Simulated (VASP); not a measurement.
BAs: single point with PBEsol

BAs:

```
B As
1.0
     0.00000    2.34526    2.34526
     2.34526    0.00000    2.34526
     2.34526    2.34526    0.00000
B As
1 1
Cartesian
  0.0000 0.0000 0.0000
  1.1726 1.1726 1.1726
```

| Quantity | Value |
| --- | --- |
| Program | VASP 6.6.1 |
| Task | single point |
| Functional | PBEsol |
| Potentials or basis | VASP PAW PBE potentials, release 64 (B, As) |
| Cutoff | 520 eV |
| k mesh | 6 × 6 × 6 |
| Occupations | gaussian, width 0.01 eV |
| Spin | no spin polarisation |

| Property | Result |
| --- | --- |
| Pressure | 8.8 GPa |
| Band gap on the k mesh | 1.13 eV, indirect (least direct gap 3.31 eV) |

Levels at points of the mesh, in eV from the valence-band top:
```tsv
k point	band 1	band 2	band 3	band 4	band 5	band 6	band 7	band 8
(0.00, 0.00, 0.00)	-15.95	0.00	0.00	0.00	3.31	3.31	3.31	5.39
(0.50, 0.00, 0.00)	-12.86	-9.25	-1.93	-1.93	2.98	4.78	4.78	8.80
(0.50, 0.50, 0.00)	-11.47	-8.85	-4.34	-4.34	1.26	1.26	11.87	11.87
```

It took 5.3 s on 1 thread of Intel(R) Xeon(R) Platinum 8488C (Sapphire Rapids), on a shared host, peak memory 0.14 GiB.

Caveat: the PAW data sets were made with another functional, which shifts forces and pressure a little. A k mesh can miss the band edges.
